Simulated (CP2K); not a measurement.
Crystal: AlN.

```xyz
4
Lattice="3.1130 0.0000 0.0000 -1.5565 2.6959 0.0000 0.0000 0.0000 4.9810" Properties=species:S:1:pos:R:3 pbc="T T T"
Al    1.5565    0.8986    2.4905
Al    0.0000    1.7973    0.0000
N     1.5565    0.8986    4.3833
N     0.0000    1.7973    1.8928
```

Base run:

```yaml
Program: CP2K 2026.2
Functional: PBEsol
Potentials_or_basis: POTENTIAL_UZH Al GTH-PBE-q3, N GTH-PBE-q5; TZVP-MOLOPT-PBE-GTH basis
Density_cutoff: 6123 eV
k_mesh: 10 × 10 × 6
Occupations: fermi-dirac, width 0.01 eV
Spin: no spin polarisation
```

Its results: band gap on the k mesh 4.12 eV, direct.

Question: The run is repeated on the same cell with these changes: functional from PBEsol to TB-mBJ; density cutoff from 6123 eV to 9184 eV; cutoff of the grids from 450 Ry to 675 Ry. What comes out?

Answer: Band gap on the k mesh 4.95 eV, direct.

Caveats: the basis of atomic orbitals isn't converged, which shifts pressures, moduli and gaps; this is a model potential without an energy functional, so only levels have meaning (some runs).

Not every run made on this cell is shown here.
